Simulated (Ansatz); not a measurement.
Put SiNi3 in P-6m2 (No. 187): Si on 1a; Ni on 1e, 1b and 1d.

Theory: Ansatz, DFT PBE, scalar-relativistic, plane waves, PAW. Cutoff 420 eV, Γ-centred mesh, Gaussian smearing, no spin polarisation.

Formation energies are uncorrected and refer to the elements' standard structures at the same level.

Task: Give the relaxed lattice parameters and positions.

Result:

Space group P-6m2 (No. 187). a = 3.909 Å, b = 3.909 Å, c = 4.201 Å, α = 90.00°, β = 90.00°, γ = 120.00°
| atom | site | symmetry | x | y | z |
| --- | --- | --- | --- | --- | --- |
| Si | 1a | -6m2 | 0.0000 | 0.0000 | 0.0000 |
| Ni | 1e | -6m2 | 0.6667 | 0.3333 | 0.0000 |
| Ni | 1b | -6m2 | 0.0000 | 0.0000 | 0.5000 |
| Ni | 1d | -6m2 | 0.3333 | 0.6667 | 0.5000 |

Around Si lie 2 Ni at 2.10 Å and 3 Ni at 2.26 Å; Ni on its first site is surrounded by 3 Si at 2.26 Å; around Ni on its second site lie 2 Si at 2.10 Å and 3 Ni at 2.26 Å; Ni on its third site has 3 Ni at 2.26 Å. Another local minimum with the same sites may exist.

Task: Where does its energy lie, and is it a metal?

Result: The energy over the elements is +0.35 eV/atom and the gap on the 12×12×12 mesh of the 4-atom cell is 0 eV (a metal). It can't be a ground state, since the elements alone are lower.

The last run used Gaussian smearing of 0.10 eV. Trial moments died out on the coarse mesh, so the last step has no spin; another magnetic start might hold. A structure relaxed within its symmetry needn't be a true minimum. Another cell of SiNi3 relaxed alike, in Pm-3m (a cell as deposited in COD), lies 0.80 eV/atom lower, so this cell isn't the stable form at this level.
